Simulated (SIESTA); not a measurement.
Crystal: ZrN.

```
CELL_PARAMETERS angstrom
0.00000 2.30000 2.30000
2.30000 0.00000 2.30000
2.30000 2.30000 0.00000
ATOMIC_POSITIONS crystal
Zr 0.50000 0.50000 0.50000
N 0.00000 0.00000 0.00000
```

Base run:

| Item | Value |
| --- | --- |
| Program | SIESTA 5.4.2 |
| Functional | PBE |
| Potentials or basis | PseudoDojo 0.4 standard (PBE files) |
| Basis | DZP (energy shift 0.003 Ry; two zetas on semicore shells) |
| Grid cutoff | 800 Ry |
| Energy shift | 0.003 Ry |
| k mesh | 10 × 10 × 10 |
| Occupations | fermi-dirac, width 0.05 eV |
| Spin | no spin polarisation |

Its results: band gap on the k mesh none (metal or under the smearing width); pressure 2.9 GPa.

**Question.** The run is repeated on the same cell with these changes: functional from PBE to revPBE. What comes out?

**Answer.** Band gap on the k mesh none (metal or under the smearing width); pressure 5.1 GPa.

revPBE binds less tightly than PBE, so the same cell stands under more pressure.

Caveats: the basis of atomic orbitals isn't converged, which shifts pressures, moduli and gaps; the potentials were made for another functional, which shifts forces and pressure (some runs).
